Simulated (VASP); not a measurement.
A calculation with VASP 6.6.1 of Te2Mo (ASE script, structure typed inline):

run.py

```python
from ase import Atoms
from ase.calculators.vasp import Vasp
from ase.dft.bandgap import bandgap

atoms = Atoms(
    ['Te', 'Te', 'Mo'],
    cell=[[3.560232814, 0.0, 0.0], [-1.780116407, 3.0832520603, 0.0], [0.0, 0.0, 17.52405782]],
    scaled_positions=[[0.3333333333, 0.6666666667, 0.10214455], [0.3333333333, 0.6666666667, 0.89785545], [0.0, 0.0, 0.0]],
    pbc=True,
)
calc = Vasp(
    directory='calc',
    xc='lda',
    pp='LDA',
    setups='gw',
    prec='Accurate',
    encut=550,
    ediff=1e-06,
    ismear=0,
    sigma=0.1,
    lreal=False,
    lasph=True,
    nelm=80,
    algo='Normal',
    isif=2,
    lwave=False,
    lcharg=False,
    kpts=[9, 9, 2],
    gamma=True,
)
atoms.calc = calc

print('energy (eV):', atoms.get_potential_energy())
print('free energy (eV):', atoms.get_potential_energy(force_consistent=True))
print('forces (eV/A):')
print(atoms.get_forces())
print('stress (eV/A^3, Voigt):', atoms.get_stress())
print('Fermi level (eV):', calc.get_fermi_level())
gap, top, bottom = bandgap(calc)
print('band gap (eV):', gap, 'from (spin, k, band)', top, 'to', bottom)
```

Potentials or basis: VASP PAW LDA potentials, release 64 (Te_GW, Mo_sv_GW).

Run with:

```console
$ python run.py
```

Write the same calculation in another form: native input, structure from a POSCAR.

As run:

INCAR

```
SYSTEM = Te2Mo
  ALGO = Normal
  EDIFF = 1E-6
  ENCUT = 550
  ISIF = 2
  ISMEAR = 0
  LASPH = .True.
  LCHARG = .True.
  LELF = .True.
  LREAL = .False.
  LVHAR = .True.
  LWAVE = .False.
  NBANDS = 20
  NELM = 60
  PREC = Accurate
  SIGMA = 0.1
```

The input KPOINTS:

```
k-points
0
Gamma
  9 9 2
  0 0 0
```

The input POSCAR:

```
Te2Mo
1.0
    3.5602328140      0.0000000000      0.0000000000
   -1.7801164070      3.0832520603      0.0000000000
    0.0000000000      0.0000000000     17.5240578200
Te Mo
2 1
Direct
    0.3333333333      0.6666666667      0.1021445500
    0.3333333333      0.6666666667      0.8978554500
    0.0000000000      0.0000000000      0.0000000000
```

Potentials or basis: VASP PAW LDA potentials, release 64 (Te_GW, Mo_sv_GW).

The run is started by

```bash
$ cat potpaw_LDA.64/Te_GW/POTCAR potpaw_LDA.64/Mo_sv_GW/POTCAR > POTCAR
$ mpirun -np 1 vasp_std > vasp.out
```

Both were run:

|  | ASE script, structure typed inline | native input, structure from a POSCAR |
| --- | --- | --- |
| Largest force | 0.410 eV/Å | 0.410 eV/Å |
| Band gap on the k mesh | 1.04 eV, direct | 1.04 eV, direct |

Keys that steer only the numerical path or the files written may differ.

Caveat: spin-orbit coupling is left out, which moves the levels of the heavy elements.
